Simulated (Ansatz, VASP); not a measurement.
**One calculation of Ru, two programs**

```
Ru
1.0
    -1.52702    1.52702    1.52702
     1.52702   -1.52702    1.52702
     1.52702    1.52702   -1.52702
Ru
1
Direct
  0.00000 0.00000 0.00000
```

Alike in both runs: functional PBE; k mesh 18 × 18 × 18; occupations fermi-dirac, width 0.08 eV; no spin polarisation.

Ansatz relaxed the structure, and its values are those at the end. VASP's run is a single point on that final structure, the one shown.

|  | VASP | Ansatz |
| --- | --- | --- |
| version | VASP 6.6.1 | Ansatz 0.2.0 |
| potentials or method | VASP PAW PBE potentials, release 64 (Ru_pv) | PAW with Ansatz's default frozen-core files, scalar-relativistic |
| plane-wave cutoff (eV) | 520 | 420 |
| valence electrons in the cell | 14 | 16 |

|  | VASP | Ansatz | Ansatz less VASP |
| --- | --- | --- | --- |
| pressure (GPa) | -0.1 | 0.0 | +0.11 |

The functional is the same, so the differences come from potentials, cutoffs and numerics. The two sets of potentials don't hold the same shells in valence.
